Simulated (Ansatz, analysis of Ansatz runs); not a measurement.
# A hop of O in SnO2 (P4_2/mnm), charge +2, part 4 of 4

How high is the barrier when O changes place in SnO2 (P4_2/mnm)? The case: V_O hop (2.6 Å), charge +2, in a cell of 72 host atoms with 1 O taken out.

Ansatz 0.2.0; plane-wave PAW DFT, PBEsol; nudged elastic band between two relaxed defect structures at fixed charge in a uniform background.

So far, barrier forward (eV): step 4 (nudged elastic band, charge +2, PBEsol) 1.21; step 6 (barrier from single points, PBEsol, denser k-mesh) 1.22; step 8 (barrier from single points, LDA, LDA PBEsol, analysis of Ansatz runs) 1.11; step 10 (barrier from single points, r2SCAN) 1.22.

## (11) Single point at the top of the path, PBEsol

A single point at the top of the band gives the levels near the gap and the populations there.

This step: plane-wave PAW DFT, PBEsol; single point of a defect supercell on a structure of the PBEsol path.

Contents of qp2.top.probe/input.yaml:

```yaml
crystal:
  lattice:
    - [9.53680188, 0.0, 0.0]
    - [0.0, 9.53680188, 0.0]
    - [0.0, 0.0, 9.63728464]
  atoms:
    - { symbol: Sn, position: [0.24728753, 0.2480398, 0.16637854] }
    - { symbol: Sn, position: [-0.00039366, 0.00035871, 0.00016895] }
[... 4 atom lines left out ...]
    - { symbol: Sn, position: [0.25379048, 0.25454227, 0.50016051] }
[... 4 atom lines left out ...]
    - { symbol: O, position: [0.34712342, 0.34786972, 0.32665948] }
[... 5 atom lines left out ...]
    - { symbol: O, position: [0.3470807, 0.34782736, 0.67364601] }
[... 6 atom lines left out ...]
    - { symbol: Sn, position: [0.23837231, 0.76109778, 0.50018962] }
[... 12 atom lines left out ...]
    - { symbol: O, position: [0.60027409, 0.40103745, 0.15849482] }
[... 3 atom lines left out ...]
    - { symbol: Sn, position: [0.76034528, 0.23912289, 0.50018977] }
[... 1 atom line left out ...]
    - { symbol: O, position: [0.49134682, 0.49209775, 0.50018416] }
[... 15 atom lines left out ...]
    - { symbol: Sn, position: [0.74913733, 0.74988935, 0.50020566] }
    - { symbol: Sn, position: [0.50078838, 0.50153062, 0.30789554] }
[... 2 atom lines left out ...]
    - { symbol: O, position: [0.65251729, 0.65327136, 0.3302502] }
[... 2 atom lines left out ...]
    - { symbol: Sn, position: [0.50080929, 0.50155169, 0.69238516] }
[... 2 atom lines left out ...]
    - { symbol: O, position: [0.65260864, 0.65336282, 0.67014596] }
    - { symbol: O, position: [0.84741625, 0.84816219, 0.6660585] }
total_charge: 2
basis:
  ecutwfc: 420
  xc_grid: 2
hamiltonian:
  xc: pbesol
kpoints:
  mp_grid: { grid: [1, 1, 1], shift: [0.25, 0.25, 0.25] }
scf:
  occupations: { method: fixed }
  max_iter: 120
output:
  forces: true
  eigenvalues: true
  eigenstates: { localisation: true }
  populations: true
  write_density: true
  write_potential: true
  volumetric_format: npy
  elf: true
checkpoint:
  write: "../qp2.top.probe.run"
  compress: false
  write_wavefunctions: false
  write_every: 100000
```

The run is started by

```sh
$ ansatz run input.yaml --threads 4 --pin off --max-ram 14131MiB --backend cpu --events-out ev --progress --plain --runs-dir out
```

Numbers of over 12 decimals in the logs are rounded to 6 here.

Log:

```text
[...]
Warning: the atoms were moved onto the symmetric positions of the space group found under crystal.symmetry.tolerance 1.0e-5 (fractional; [...]
[...]
Crystal: 71 atoms, lattice volume = 876.517 Å³
Basis set: ecut = 420 eV, 17113 PW (Γ), exchange–correlation on 128×128×144 points (8 copies of the dense FFT grid, shifted against one another)
Bands: 379, of which v1, the nominal top of the filled ones, is band 308 counted from 1 (307 counted from 0)
Symmetry: 2 space group operations
[...]
k-points: 1
[...]
SCF iter   1: F=—  HF=-169174.564048 eV  |F-HF|=—  |Δ(HF+E_count)|=         —  Δρ=1.31e-2  dr2=1.43e0  ethr=1.77e-3  ⟨swp⟩=4.0  Hψ=1377  notcnv=0  defer=69
[...]
SCF iter  10: F=-169174.131352 eV  HF=-169174.131352 eV  |F-HF|=3.74e-8  |Δ(HF+E_count)|=   3.21e-8  Δρ=2.89e-6  dr2=6.06e-8  ethr=1.62e-11  ⟨swp⟩=22.0  Hψ=3652  notcnv=0
[...]
atom  60  Sn    -0.00137437    -0.00137437    -0.00740069
  atom  61  Sn    -0.00859216    -0.00859216     0.02062073
  [... 2 atoms left out ...]
  atom  64  O      0.00634162     0.00634162    -0.00024580
  [... 2 atoms left out ...]
  atom  67  Sn    -0.00898598    -0.00898598     0.01465475
  [... 2 atoms left out ...]
  atom  70  O     -0.00355098    -0.00355098    -0.00247197
  [... 1 atom left out ...]
  max |Σ_I F_I| component: 3.70e-6 eV/Å
--- Band table (eV) ---
[...]
--- Löwdin populations: 71 sites ---
  site symbol       q [e]
     0     Sn     12.2859
     1     Sn     12.2684
[...]
6     Sn     12.2855
[...]
11      O      6.7690
[...]
17      O      6.7690
[...]
41     Sn     12.2988
  [... 1 atom left out ...]
    43      O      6.7990
  [... 15 atoms left out ...]
    59     Sn     12.2861
    60     Sn     12.2462
  [... 2 atoms left out ...]
    63      O      6.7722
  [... 2 atoms left out ...]
    66     Sn     12.2466
  [... 2 atoms left out ...]
    69      O      6.7725
  [... 1 atom left out ...]
  spilling = 0.005114 (of n_electrons = 616.000000)
[key lines of the parts left out:]
SCF converged after 10 iterations
Free energy (F): -169174.131352 eV
Fermi energy:    8.800963 eV
```

It took 47 s on 4 threads of Arm Neoverse V1, shared host; peak memory 1.9 GiB; 3 min of CPU time.

Read from the output:

```yaml
free_energy: -169174.1314 eV
```

From eigenstates.tsv, first k-point; energies on the run's zero. The participation number counts the atoms that a state is spread over, of 71; bands count from 0.

```tsv
spin	band	energy (eV)	occupation	participation	largest share on	share
both	302	8.355	2.00	20.9	O58	0.13
both	303	8.461	2.00	23.9	O71	0.10
both	304	8.494	2.00	20.9	O11	0.11
both	305	8.507	2.00	20.0	O24	0.09
both	306	8.540	2.00	20.6	O17	0.13
both	307	8.801	2.00	37.0	O3	0.04
both	308	10.863	0.00	61.6	Sn25	0.04
both	309	11.988	0.00	25.1	Sn25	0.11
both	310	12.327	0.00	46.9	Sn67	0.05
both	311	12.521	0.00	47.5	Sn25	0.06
both	312	12.883	0.00	45.2	Sn7	0.06
```

Under PBEsol at one point at (¼, ¼, ¼), the highest filled state is spread over 37 of 71 atoms, and the lowest empty one, 2.06 eV above it, is spread over 62 of 71 atoms.

Valence electrons by atom (Löwdin), nearest atoms first, with the excess over far atoms of the same element, which can also hold differences between inequivalent host sites (the log counts sites from 0):

```tsv
atom	distance from the centre (Å)	electrons	excess
O44	0.11	6.799	0.026
Sn61	1.85	12.246	-0.033
Sn67	1.85	12.247	-0.033
O64	2.63	6.772	0.000
O70	2.64	6.772	0.000
O12	2.65	6.769	-0.004
O18	2.65	6.769	-0.004
Sn7	3.32	12.285	0.006
```

Electrostatic potential energy in the ab plane at fractional z = 0.500, through the centre, with atoms of Sn and O within 0.45 Å of it. With pseudopotentials it is smooth inside the atoms' cores, unlike the true potential.

Values in eV, 13 rows by 16 columns, each cell a mean:
```
  3 -19  -2  14  14  14  13  12   6 -19  -5  15  15  15  13  12
  4 -25 -12   1   1   9  13  14   7 -23 -14   5   4  10  13  14
 15  10  -4  12  11  -3  11  15  15  11   0   5  11  -3  11  15
 15  11  -3  10   9  -3  11  14  15  12  -1  11  18  -4  10  15
 14  13   9   2   2   8  13  14  15  14   9   1   0  -1 -20  -3
 12  13  14  14  13  14  14   3   2  14  14  13  14   5 -24  -9
 10   5  12  15  15  15  12 -26 -27  10  15  15  15  15  12  10
  0 -31 -14  12  11  13  14   6   5  14  13  12  12  13  13  13
 12  -6  -2  -2  -1   1  12  15  15  13   8  -1  -2   2  12  14
 16  13  -1  14  24  -3   9  15  15  12   0   7  22  -2   8  14
 15  14   6  -2   2  -2   2  12  15  13   5  -1   7  -4   2  12
 13  14  13  11  10  -4 -31 -10  13  13  12   8   6  -3 -31 -13
 11  12  15  15  15  11  -6   4  11  12  14  15  15  11  -7   2
```
Columns run along a (9.5 Å; values clipped at the 3rd and 97th percentile), rows up along b (9.5 Å). Atoms in or near the plane, at fractional coordinates: Sn at (0.25, 0.25), O at (0.09, 0.40), O at (0.40, 0.10), Sn at (0.24, 0.76), O at (0.09, 0.91), Sn at (0.76, 0.24), O at (0.49, 0.49), O at (0.91, 0.09), Sn at (0.75, 0.75), O at (0.60, 0.91), O at (0.91, 0.60).

ELF in the ab plane at fractional z = 0.500, through the centre, with atoms of Sn and O within 0.45 Å of it. It is the smooth field of the valence electrons, not physical close to the nuclei.

Ten even steps from '0' (0.00) to '9' (0.84), each cell a mean:
```
379995100122115899830002211
786797200000048869951000002
896795211000059868841100003
799952222100038998422211001
256421002210014663210121000
001120001210000112200021100
000121002210000001200022342
300112233200000001222226998
610011111001221000111279899
510000000014776300001499569
300000000148999730000389987
124531000169858961000147863
379985100159968962000001211
787897200027999851000000002
896796211001576410011100003
799973222100011000222211002
367521001210000001321121000
011121000210000012200012100
000121001223310001200012332
200012222489850001221125887
510001114989972000122259899
610000027965982000001388579
300000027998851000000389888
125641003787511366310158873
```
Columns run along a (9.5 Å), rows up along b (9.5 Å). Atoms in or near the plane, at fractional coordinates: Sn at (0.25, 0.25), O at (0.09, 0.40), O at (0.40, 0.10), Sn at (0.24, 0.76), O at (0.09, 0.91), Sn at (0.76, 0.24), O at (0.49, 0.49), O at (0.91, 0.09), Sn at (0.75, 0.75), O at (0.60, 0.91), O at (0.91, 0.60).

Valence density in the ab plane at fractional z = 0.500, through the centre, with atoms of Sn and O within 0.45 Å of it. It is the smooth field of the valence electrons, not physical close to the nuclei.

Values in e/Å³, 13 rows by 16 columns, each cell a mean:
```
 1  4  2  0  0  0  0  0  1  3  2  0  0  0  0  0
 1  5  2  1  0  0  0  0  1  4  3  0  0  0  0  0
 0  0  1  6  6  1  0  0  0  0  1  4  5  1  0  0
 0  0  1  6  5  1  0  0  0  0  0  5  8  1  0  0
 0  0  0  0  0  0  0  0  0  0  0  0  1  1  4  2
 0  0  0  0  0  0  0  1  1  0  0  0  0  1  4  2
 0  1  0  0  0  0  0  4  5  1  0  0  0  0  0  0
 1  6  3  0  0  0  0  1  1  0  0  0  0  0  0  0
 1  2  1  1  2  0  0  0  0  0  0  1  1  0  0  0
 0  0  0  6 11  2  0  0  0  0  0  4 10  2  0  0
 0  0  0  2  3  1  1  0  0  0  0  2  5  1  1  0
 0  0  0  0  0  2  6  2  0  0  0  0  0  1  6  3
 0  0  0  0  0  1  2  1  0  0  0  0  0  1  2  1
```
Columns run along a (9.5 Å), rows up along b (9.5 Å). Atoms in or near the plane, at fractional coordinates: Sn at (0.25, 0.25), O at (0.09, 0.40), O at (0.40, 0.10), Sn at (0.24, 0.76), O at (0.09, 0.91), Sn at (0.76, 0.24), O at (0.49, 0.49), O at (0.91, 0.09), Sn at (0.75, 0.75), O at (0.60, 0.91), O at (0.91, 0.60).

The distance between the highest filled and the lowest empty level goes from 1.84 eV at the start to 2.06 eV at the top.

## (12) Outcome

* barrier forward: 1.21 eV
* barrier backward: 1.21 eV
* end less start: 0.00 eV
* hop length: 2.37 Å
* band iterations, as the log counts them: 5
* barrier from single points, PBEsol, denser k-mesh: 1.22 eV
* barrier from single points, LDA: 1.11 eV
* barrier from single points, r2SCAN: 1.22 eV

**Reading.** The top of the band lies 1.21 eV above the start and 1.21 eV above the end, which are alike in energy and neighbours. With an assumed prefactor of 1e13 per second it gives one hop a second along this one path at about 470 K; whether such hops link up through the crystal wasn't checked. At the top O44 stands 1.86 Å from its nearest Sn, 0.16 Å closer than at the start. Across functionals on this path (PBEsol 1.212, LDA 1.105 and r2SCAN 1.222 eV) the forward values spread by 0.117 eV. The order of the top as a saddle was not checked for all atoms, so a bent path could be lower. No image-charge correction is applied; it largely cancels along a path if the charge stays localised alike. What this leaves open: one k-point off the zone centre stands for the whole zone; spin–orbit coupling, which can matter with heavy atoms, is left out.

[Logs are printed without paths, hosts, clocks, repeated set-up lines and the standing remarks that a program may print on its own settings, such as how far it seeks lower states.]

[Hosts, paths, dates, database ids (printed as entryN), source tags and the programs' standing remarks are cut or masked in the printed files.]
